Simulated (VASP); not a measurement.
Wanted: the native input for a VASP 6.6.1 run.

* Task: relaxation of cell and atoms
* Functional: PBE
* Dispersion: D3(BJ)
* Potentials or basis: VASP PAW PBE potentials, release 64 (Se)
* Cutoff: 600 eV
* k mesh: 9 × 9 × 6
* Occupations: gaussian, width 0.03 eV
* Spin: no spin polarisation
* Further INCAR settings: ALGO = Normal; EDIFF = 1e-06; IBRION = 2; EDIFFG = -0.01; NSW = 90; ISIF = 3

The structure of Se lies in POSCAR:

```
Se
1.0
    4.3662000000      0.0000000000      0.0000000000
   -2.1831000000      3.7812401180      0.0000000000
    0.0000000000      0.0000000000      4.9536000000
Se
3
Direct
    0.2254000000      0.0000000000      0.3333333333
    0.0000000000      0.2254000000      0.6666666667
    0.7746000000      0.7746000000      0.0000000000
```

These files were run (other wordings do the same):

INCAR

```
  ALGO = Normal
  EDIFF = 1E-6
  EDIFFG = -0.01
  ENCUT = 600
  GGA = PE
  IBRION = 2
  ISIF = 3
  ISMEAR = 0
  IVDW = 12
  KPAR = 2
  LASPH = T
  LCHARG = F
  LREAL = F
  LWAVE = F
  NELM = 80
  NSW = 90
  PREC = Accurate
  SIGMA = 0.03
```

KPOINTS

```
k-points
0
Gamma
  9 9 6
```

Potentials or basis: VASP PAW PBE potentials, release 64 (Se).

Run with:

```console
$ cat potpaw_PBE.64/Se/POTCAR > POTCAR
$ mpirun -np 2 vasp_std > vasp.out
```

Results of the run:

* Relaxed volume: 24.48 Å³/atom
* Relaxed cell: a = 4.065 Å, b = 4.065 Å, c = 5.134 Å, α = 90.00°, β = 90.00°, γ = 120.00°
* Space group after relaxing (to 0.05 Å): P3_121 (No. 152)
* Energy gained by relaxing: 25.4 meV/atom
* Ionic steps: 15
* Pressure after relaxing: 0.0 GPa
* Band gap on the k mesh: 0.51 eV, direct
* Dispersion energy per atom: -0.356 eV

Caveat: an odd mesh through Γ misses points on the zone boundary, where band edges often lie; the volume moved by -10 % from the deposited cell, more than functionals usually miss.

It took 3 min on 2 MPI ranks on Intel(R) Xeon(R) Platinum 8488C (Sapphire Rapids), with other jobs on the host, peak memory 0.26 GiB a rank.
